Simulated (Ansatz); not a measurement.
# Relaxing K

All numbers below come from DFT PBE, scalar-relativistic, plane waves, PAW (Ansatz). Run with 420 eV cutoff, 12×12×12 k-mesh, Gaussian smearing of 0.10 eV, no spin polarisation.

What was changed in Cs: Cs → K on all its sites, cell and atoms relaxed.

Input:

```yaml
crystal:
  lattice:
    - [2.6486505817, -3.8679210074, -0.1267806435]
    - [2.6486505817, 3.8679210074, -0.1267806435]
    - [-2.4444101623, 0.0, 3.9867128545]
  atoms:
    - { symbol: K, position: [0.0, 0.0, 0.5] }
basis:
  ecutwfc: 420
kpoints:
  mp_grid: { grid: [12, 12, 12] }
hamiltonian:
  xc: pbe
scf:
  occupations: { method: gaussian, width: 0.1 }
output:
  forces: true
  stress: true
  eigenvalues: true
relax:
  adjacent_minimum: "off"
  f_tol: 0.01
  max_steps: 60
  cell: { stress_tol: 0.1 }
```

F is the free energy. Steps run on the plane waves of an earlier cell, but the last one, and at times one on the way, on a freshly chosen basis, so a repeated geometry can differ a little in energy.

Steps:

```csv
step,F − F(1) (eV),largest force component (eV/Å),V (Å³/atom),P (GPa)
1,0.0000,0.000,79.289,-0.23
2,-0.0007,0.000,78.739,-0.21
3,-0.0041,0.000,73.235,0.03
4,-0.0041,0.000,73.235,0.03
```

Relaxed structure:

```
CELL_PARAMETERS angstrom
2.57896 -3.76601 -0.12804
2.57896 3.76601 -0.12804
-2.38668 0.00000 3.88867
ATOMIC_POSITIONS crystal
K 0.00000 0.00000 0.50000
```

The structure is tetragonal, space group I4/mmm (No. 139). Conventional cell: a = 5.326 Å, b = 5.326 Å, c = 5.164 Å, α = 90.00°, β = 90.00°, γ = 90.00°.

The run converged. The run took roughly 50 core-seconds.